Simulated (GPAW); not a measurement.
# Cu2O (Cuprite) (Pn-3m) in GPAW: single point with PBE

Aim: the single point of Cu2O (Cuprite) with PBE.

Everything below comes from runs of GPAW 26.7.0. Logs are shortened: lines on timing, memory, paths and dates and some standing lists are left out, and cuts for length are marked. The log counts tension as positive stress, the text compression.

## Step 1: The cell of the first run

Symmetry: Pn-3m, No. 224, cubic system. The conventional cell has a = 4.260 Å, b = 4.260 Å, c = 4.260 Å, α = 90.00°, β = 90.00°, γ = 90.00°. Cu (site symmetry -3m) has 2 O at 1.84 Å as nearest neighbours. O (site symmetry -43m) has 4 Cu at 1.84 Å as nearest neighbours.

## Step 2: Single point, PBE (the cell as VASP's run set it)

Contents of run.py:

```python
from ase import Atoms
from ase.dft.bandgap import bandgap
from ase.io import write
from ase.units import GPa
from gpaw import GPAW, PW

atoms = Atoms(['Cu', 'Cu', 'Cu', 'Cu', 'O', 'O'],
              cell=[[4.26, 0.0, 0.0],
                    [0.0, 4.26, 0.0],
                    [0.0, 0.0, 4.26]],
              scaled_positions=[[0.75, 0.25, 0.75],
                                [0.25, 0.75, 0.75],
                                [0.25, 0.25, 0.25],
                                [0.75, 0.75, 0.25],
                                [0.5, 0.5, 0.5],
                                [0.0, 0.0, 0.0]],
              pbc=True)

calc = GPAW(mode=PW(800),
            xc='PBE',
            kpts={'size': (6, 6, 6), 'gamma': True},
            occupations={'name': 'methfessel-paxton', 'order': 0, 'width': 0.02},
            nbands=51,
            convergence={'density': 1e-05, 'energy': 1e-05},
            maxiter=150,
            txt='gpaw.txt')
atoms.calc = calc
energy = atoms.get_potential_energy()
forces = atoms.get_forces()
stress = atoms.get_stress()
calc.write('gs.gpw')
write('result.traj', atoms)
print(f'Energy: {energy:.6f} eV')
print('Forces (eV/A):')
print(forces.round(4))
print('Stress (GPa):', (stress / GPa).round(3))
print('Fermi level:', round(calc.get_fermi_level(), 4), 'eV')
print(f'Gap: {bandgap(calc)[0]:.4f} eV, direct: {bandgap(calc, direct=True)[0]:.4f} eV')
```

Potentials or basis: GPAW PAW data sets (gpaw-data 1.2.1), pw.

Command:

```sh
> OMP_NUM_THREADS=1 python run.py
```

gpaw.txt:

```text
__  _  _
 | _ |_)|_||  |
 |__||  | ||/\| - 26.7.0

Input parameters:
  mode=PW(ecut=800.0),
  convergence={'density': 1e-05, 'energy': 1e-05},
  kpts=MonkhorstPack(size=(6, 6, 6), gamma=True),
  maxiter=150,
  nbands=51,
  occupations=Occupations(name='methfessel-paxton', order=0, width=0.02),
  xc=XC(name='PBE')

Diagonalizing LCAO Hamiltonian
Converting LCAO to pw mode
    .---------.
   /|         |
  / | Cu      |
 *  |         |
 |  |  O CuCu |
 |  .---------.
 | /Cu       /
 |/         /
 O---------*

Atoms  # Å, Bohr magnetons
|   | symbol |        x |        y |        z |    initial magnetic moments |
|---|--------|----------|----------|----------|-----------------------------|
| 0 |     Cu | 3.195000 | 1.065000 | 3.195000 | ( 0.0000,  0.0000,  0.0000) |
| 1 |     Cu | 1.065000 | 3.195000 | 3.195000 | ( 0.0000,  0.0000,  0.0000) |
| 2 |     Cu | 1.065000 | 1.065000 | 1.065000 | ( 0.0000,  0.0000,  0.0000) |
| 3 |     Cu | 3.195000 | 3.195000 | 1.065000 | ( 0.0000,  0.0000,  0.0000) |
| 4 |      O | 2.130000 | 2.130000 | 2.130000 | ( 0.0000,  0.0000,  0.0000) |
| 5 |      O | 0.000000 | 0.000000 | 0.000000 | ( 0.0000,  0.0000,  0.0000) |

Unit cell  # Å
| periodic |        x |        y |        z |  lengths |    angles |
|----------|----------|----------|----------|----------|-----------|
|      yes | 4.260000 | 0.000000 | 0.000000 | 4.260000 | 90.000000 |
|      yes | 0.000000 | 4.260000 | 0.000000 | 4.260000 | 90.000000 |
|      yes | 0.000000 | 0.000000 | 4.260000 | 4.260000 | 90.000000 |

Number of symmetries: 24
Symmetry operations  # r_c * U_cc + t_c -> r_c
|    | kind |            matrix            |
|----|------|------------------------------|
|  0 |  E   |  1, 0, 0,  0, 1, 0,  0, 0, 1 |
|  1 |  σ   |  1, 0, 0,  0, 0, 1,  0, 1, 0 |
|  2 |  σ   |  1, 0, 0,  0, 0,-1,  0,-1, 0 |
|  3 |  C2  |  1, 0, 0,  0,-1, 0,  0, 0,-1 |
|  4 |  σ   |  0, 1, 0,  1, 0, 0,  0, 0, 1 |
|  5 |  C3  |  0, 1, 0,  0, 0, 1,  1, 0, 0 |
|  6 |  C3  |  0, 1, 0,  0, 0,-1, -1, 0, 0 |
|  7 |  S4  |  0, 1, 0, -1, 0, 0,  0, 0,-1 |
|  8 |  C3  |  0, 0, 1,  1, 0, 0,  0, 1, 0 |
|  9 |  σ   |  0, 0, 1,  0, 1, 0,  1, 0, 0 |
| 10 |  S4  |  0, 0, 1,  0,-1, 0, -1, 0, 0 |
| 11 |  C3  |  0, 0, 1, -1, 0, 0,  0,-1, 0 |
| 12 |  C3  |  0, 0,-1,  1, 0, 0,  0,-1, 0 |
| 13 |  σ   |  0, 0,-1,  0, 1, 0, -1, 0, 0 |
| 14 |  S4  |  0, 0,-1,  0,-1, 0,  1, 0, 0 |
| 15 |  C3  |  0, 0,-1, -1, 0, 0,  0, 1, 0 |
| 16 |  S4  |  0,-1, 0,  1, 0, 0,  0, 0,-1 |
| 17 |  C3  |  0,-1, 0,  0, 0, 1, -1, 0, 0 |
| 18 |  C3  |  0,-1, 0,  0, 0,-1,  1, 0, 0 |
| 19 |  σ   |  0,-1, 0, -1, 0, 0,  0, 0, 1 |
| 20 |  C2  | -1, 0, 0,  0, 1, 0,  0, 0,-1 |
| 21 |  S4  | -1, 0, 0,  0, 0, 1,  0,-1, 0 |
| 22 |  S4  | -1, 0, 0,  0, 0,-1,  0, 1, 0 |
| 23 |  C2  | -1, 0, 0,  0,-1, 0,  0, 0, 1 |

BZ-sampling:
  Number of BZ points: 216
  Number of IBZ points: 20

  Monkhorst-Pack size: [6, 6, 6]
  Monkhorst-Pack shift: [0.08333333333333333, 0.08333333333333333, 0.08333333333333333]

K-points  # in reciprocal-cell coordinates
|     |                                coordinates |     weight |
|-----|--------------------------------------------|------------|
|   0 | (  0.00000000,   0.00000000,   0.00000000) | 0.00462963 |
|   1 | (  0.16666667,   0.00000000,   0.00000000) | 0.02777778 |
|   2 | (  0.16666667,   0.16666667,   0.00000000) | 0.05555556 |
|   3 | (  0.16666667,   0.16666667,   0.16666667) | 0.03703704 |
|   4 | (  0.33333333,   0.00000000,   0.00000000) | 0.02777778 |
|   5 | (  0.33333333,   0.16666667,   0.00000000) | 0.11111111 |
|   6 | (  0.33333333,   0.16666667,   0.16666667) | 0.11111111 |
|   7 | (  0.33333333,   0.33333333,   0.00000000) | 0.05555556 |
|   8 | (  0.33333333,   0.33333333,   0.16666667) | 0.11111111 |
|   9 | (  0.33333333,   0.33333333,   0.33333333) | 0.03703704 |
| ... |                                            |            |
|  19 | (  0.50000000,   0.50000000,   0.50000000) | 0.00462963 |

Plane wave coefficients: 4012
Cutoff: 800.0 eV

Spin-components: 1 (collinear spins)
Bands:           51
Projectors:      34
Spin-degeneracy: 2
Datatype:        complex128

Parallelization:
  kpt:    1
  domain: 1
  band:   1

Density:
  Valence electrons: 56.0
  Components: 1
  Grid points: [28 28 28]
  Charge: 0.0  # |e|

Potential:
  Grid points: [28 28 28]

species:
  Cu:
    name:    Copper
    Z:       29.0
    valence: 11
    core:    18
    charge:  0.0  # [|e|]
    compensation charges:
      type: gauss
      rc: 0.33  # [Å]
      lmax: 2
    cutoffs:
      filter: 2.06  # [Å]
      core: 2.43  # [Å]
    projectors
    | kind |    occ | energy [eV] | rcut [Å] |
    |------|--------|-------------|----------|
    |   4s |  1.000 |      -4.609 |    1.164 |
    |   4p |  0.000 |      -0.698 |    1.164 |
    |   3d | 10.000 |      -5.039 |    1.058 |
    |    s |        |      22.603 |    1.164 |
    |    p |        |      26.513 |    1.164 |
    |    d |        |      22.172 |    1.058 |

    Using partial waves for Cu as LCAO basis

  O:
    name:    Oxygen
    Z:       8.0
    valence: 6
    core:    2
    charge:  0.0  # [|e|]
    compensation charges:
      type: gauss
      rc: 0.21  # [Å]
      lmax: 2
    cutoffs:
      filter: 1.17  # [Å]
      core: 0.83  # [Å]
    projectors
    | kind |    occ | energy [eV] | rcut [Å] |
    |------|--------|-------------|----------|
    |   2s |  2.000 |     -23.961 |    0.688 |
    |   2p |  4.000 |      -9.029 |    0.598 |
    |    s |        |       3.251 |    0.688 |
    |    p |        |      18.182 |    0.598 |
    |    d |        |       0.000 |    0.619 |

    Using partial waves for O as LCAO basis

Reference energy: -184167.511967  # eV

eigensolver:
  PPCG
  Converge bands: occupied
  niter=2

density mixing:
  MSR1-Mixer
  Pratt-step length: 0.05
  Maximum mixing coefficient: 0.75
  Old densities: 10
  SVD Regularization: 0.005
  Good broyden scale: 1.0
  Trust region scale: 1.0
  Backstep threshold: 4.0
  History deletion threshold: 6.0
  Fourier metric: weight=20.0, sigma=0.015

occupation numbers:
  Methfessel-Paxton:
    width: 0.0200  # eV
    order: 0

poisson solver:
  ecut: 6400.0  # eV

xc functional:
  name: PBE with 2 nearest neighbor stencil

convergence criteria:
- Maximum integral of absolute [dens]ity change: 1e-05 electrons / valence electron
- Maximum [total energy] change in last 3 cyles: 1e-05 eV / valence electron
- Maximum integral of absolute [eigenst]ate change: 4e-08 eV^2 / valence electron
maximum number of iterations: 150

SCF iterations
|iter     | |      energy | eigst |  dens |
|---------|-|-------------|-------|-------|
|iter:   1| |  -33.363450 | +0.42 |       |
|iter:   2| |  -30.998832 | -1.47 | -0.97 |
|iter:   3| |  -27.505193 | -1.09 | -1.08 |
|iter:   4| |  -27.444687 | -2.92 | -1.71 |
|iter:   5| |  -27.414746 | -3.44 | -1.88 |
|iter:   6| |  -27.412903 | -4.34 | -2.44 |
|iter:   7| |  -27.412889 | -5.60 | -3.11 |
|iter:   8| |  -27.412890c| -6.27 | -3.66 |
|iter:   9| |  -27.412890c| -7.60c| -4.35 |
|iter:  10| |  -27.412890c| -8.35c| -4.66 |
|iter:  11| |  -27.412890c| -7.86c| -4.92 |
|iter:  12| |  -27.412890c| -8.57c| -6.00c|

Converged in 12 steps
Energy contributions relative to reference atoms: (reference = -184167.511967)

Energy contributions:
  Kinetic:          -8.034522
  Coulomb:          -1.829125
  Zero:              0.766038
  External:          0.000000
  Xc:              -18.315281
  Entropy:          -0.000000
  Spinorbit:         0.000000
  ----------------------------
  Free energy:     -27.412890
  Extrapolated:    -27.412890

dipole moment: (-11.943529, -11.943529, -11.943529)  # |e|*Ang

Fermi level: 5.676
Eigenvalues  # (at kpt = [0.000, 0.000, 0.000])
| band index |      eig [eV] | occ [0-2] |
|------------|---------------|-----------|
|          0 |       -14.778 |     2.000 |
|        ... |               |           |
|         20 |         3.581 |     2.000 |
|         21 |         3.581 |     2.000 |
|         22 |         3.775 |     2.000 |
|         23 |         3.775 |     2.000 |
|         24 |         3.775 |     2.000 |
|         25 |         5.349 |     2.000 |
[... 8 lines left out ...]
|         34 |        14.668 |     0.000 |
|         35 |        14.668 |     0.000 |
|        ... |               |           |
|         50 |        28.656 |     0.000 |

Gap: 0.545 eV
Transition (v -> c):
  (s=0, k=0, n=27, [0.00, 0.00, 0.00]) -> (s=0, k=0, n=28, [0.00, 0.00, 0.00])
No difference between direct/indirect transitions

Forces  # eV/Ang
|        x |        y |        z |
|----------|----------|----------|
|  0.00002 | -0.00002 |  0.00002 |  # Cu   0
| -0.00002 |  0.00002 |  0.00002 |  # Cu   1
| -0.00002 | -0.00002 | -0.00002 |  # Cu   2
|  0.00002 |  0.00002 | -0.00002 |  # Cu   3
|  0.00000 |  0.00000 |  0.00000 |  # O    4
| -0.00000 | -0.00000 | -0.00000 |  # O    5

Stress tensor  # eV/Ang^3
|         x |         y |         z |
|-----------|-----------|-----------|
| -0.033460 |  0.000000 |  0.000000 |
|  0.000000 | -0.033460 | -0.000000 |
|  0.000000 | -0.000000 | -0.033460 |

# Writing to gs.gpw (mode='')
```

It took 91 s on 1 thread of Arm Neoverse V1, shared host; peak memory 0.25 GiB.

What came out:

* Free energy: -27.4129 eV
* Pressure: 5.4 GPa
* Band gap on the k mesh: 0.54 eV, direct

Levels at points of the mesh, in eV from the valence-band top:
| k point | band 26 | band 27 | band 28 | band 29 | band 30 | band 31 |
| --- | --- | --- | --- | --- | --- | --- |
| (0.00, 0.00, 0.00) | 0.00 | 0.00 | 0.00 | 0.54 | 1.23 | 1.23 |
| (0.50, 0.00, 0.00) | -1.20 | -0.39 | -0.39 | 2.27 | 2.27 | 4.23 |
| (0.50, 0.50, 0.00) | -1.22 | -0.66 | -0.66 | 1.92 | 1.92 | 3.86 |
| (0.50, 0.50, 0.50) | -0.57 | -0.57 | -0.57 | 2.45 | 2.45 | 2.45 |

Caveat: with this Cu data set, volumes or pressures lay over 1.5 % or 2 GPa off other programs in two to four cells of ten. A k mesh can miss the band edges.
